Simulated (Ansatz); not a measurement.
Stability checks on a candidate for MgO

It was reached by relaxing an invented guess, and it needn't be the stable form of this composition.

All numbers below come from Ansatz, DFT PBE, scalar-relativistic, plane waves, PAW. Cutoff 420 eV, Γ-centred 8×8×8 mesh (2-atom cell), Gaussian smearing of 0.02 eV, no spin polarisation.

```yaml
crystal:
  lattice:
    - [0.00000, 2.30628, 2.30628]
    - [2.30628, 0.00000, 2.30628]
    - [2.30628, 2.30628, 0.00000]
  atoms:
    - { symbol: Mg, position: [0.00000, 0.00000, 0.00000] }
    - { symbol: O, position: [0.75000, 0.75000, 0.75000] }
```

Formation energies are uncorrected and refer to the elements' standard structures at the same level (O₂ as a molecule).

**Question.** These tests were run: energy against the elements; phonons on a 4×4×4 q mesh; elastic tensor. What do they show?

**Answer.**

```json
{"test": "energy against the elements", "result": "−2.584 eV/atom"}
{"test": "phonons on a 4×4×4 q mesh", "result": "no imaginary mode on the mesh"}
{"test": "elastic tensor", "result": "least eigenvalue 42 GPa"}
```

It fails none of these tests. Whether a mixture of other phases lies lower isn't tested here.

The run for the phonons used an 8×8×8 k mesh. The run for the elastic tensor used an 8×8×8 k mesh. Another cell of MgO relaxed alike, in P6_3/mmc (a Materials Project cell), lies 66 meV/atom lower, so this cell isn't the stable form at this level.
